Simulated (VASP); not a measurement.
NbP, 4 atoms in the cell. Symmetry: I4_1md, No. 109, tetragonal system. Conventional cell: a = 3.350 Å, b = 3.350 Å, c = 11.480 Å, α = 90.00°, β = 90.00°, γ = 90.00°. Around Nb (site symmetry 2mm) lie 6 P at 2.55 Å. Around P (site symmetry 2mm) lie 6 Nb at 2.55 Å. The cell is a database's computed one.

| Quantity | Value |
| --- | --- |
| Program | VASP 6.6.1 |
| Task | relaxation of cell and atoms |
| Functional | PBE |
| Potentials or basis | VASP PAW PBE potentials, release 64 (Nb_sv, P) |
| Cutoff | 520 eV |
| k mesh | 18 × 18 × 18 |
| Occupations | gaussian, width 0.1 eV |
| Spin | no spin polarisation |
| Further INCAR settings | ALGO = Normal; EDIFF = 1e-07; AMIX = 0.2; IBRION = 2; EDIFFG = -0.002; NSW = 80; ISIF = 3 |

Potentials or basis: VASP PAW PBE potentials, release 64 (Nb_sv, P).

Command:

```console
$ cat potpaw_PBE.64/Nb_sv/POTCAR potpaw_PBE.64/P/POTCAR > POTCAR
$ mpirun -np 1 vasp_std > vasp.out
```

Hardware: 1 thread of AMD EPYC 7R13 Processor (Zen 3), on a shared host.

**Question.** How long does it take, and how much memory?

**Answer.** It took 120 min on 1 thread of AMD EPYC 7R13 Processor (Zen 3), on a shared host, peak memory 0.77 GiB. Counts: scf iterations 68, k points 480, ion steps 7.
